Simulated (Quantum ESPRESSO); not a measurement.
# RbCl in Quantum ESPRESSO: the effect of functional

Crystal: RbCl.

```
Rb Cl
1.0
     0.00000    3.27400    3.27400
     3.27400    0.00000    3.27400
     3.27400    3.27400    0.00000
Rb Cl
1 1
Direct
  0.00000 0.00000 0.00000
  0.50000 0.50000 0.50000
```

Alike in all runs:

| Property | Result |
| --- | --- |
| Program | Quantum ESPRESSO 7.5 |
| Task | dielectric tensor |
| k mesh | 6 × 6 × 6, shifted |
| Occupations | fermi-dirac, width 0.05 eV |
| Spin | no spin polarisation |

```csv
functional,potentials or basis,cutoff,pressure (GPa),dielectric constant (mean)
LDA,PseudoDojo 0.4.1 SR LDA standard,762 eV,?,?
PBEsol,PseudoDojo 0.4.1 SR PBEsol standard,789 eV,0.0,2.39
WC,PseudoDojo 0.4.1 SR PBE standard,789 eV,0.1,2.38
BLYP,PseudoDojo 0.4.1 SR PBE standard,789 eV,2.0,2.35
AM05,PseudoDojo 0.4.1 SR PBE standard,789 eV,0.8,2.36
```

What does the run with functional LDA give?

Pressure -1.4 GPa; dielectric constant 2.43 mean.

Caveats: the potentials were made for another functional, which shifts forces and pressure (some runs).

Runs at the PBE level aren't shown here.
